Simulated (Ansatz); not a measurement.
# Na$_{2}$S: pressure against volume

Na$_{2}$S, Fm-3m, a = 6.568 Å. Ansatz: PBE, PAW, 420 eV, Γ-centred 8×8×8 mesh on 3 atoms, Gaussian smearing 0.02 eV; no spin polarisation. Symmetry fixes shape and atoms, so the cell is only scaled; pressure is positive in compression.

```
V (Å³/atom) P (GPa)
     20.778     4.73
     21.486        ?
     22.195     1.99
     22.903     0.92
     23.611     0.00
     24.320    -0.78
     25.028    -1.45
     25.972    -2.19
```

Take V0 = 23.611 Å³/atom, fit the third-order Birch–Murnaghan form to the other rows, and predict the missing pressure.

With the Eulerian strain f = ½[(V0/V)^(2/3) − 1] and y = P/[3f(1 + 2f)^(5/2)], the form is the line y = B0 + 1.5 B0 (B0′ − 4) f. Rows (f, y): 0.04447, 28.65; 0.02105, 28.43; 0.01025, 28.44; -0.00977, 27.96; -0.01905, 27.96; -0.03078, 27.80. Means f = 0.002695, y = 28.207; Σ(Δf)² = 0.003888, ΣΔfΔy = 0.04643; the slope is their ratio. y = 28.17 + 11.94 f GPa, so B0 = 28.2 GPa and B0′ = 4 + 2 × (11.94)/(3 × 28.17) = 4.28. At V = 21.486, f = 0.03245, y = 28.557 and P = 3.25 GPa. The run gave 3.25 GPa, the same to the digits shown.

Cost: 8 runs of about 0.43 core-minutes in all, on Arm Neoverse V1 (shared hosts).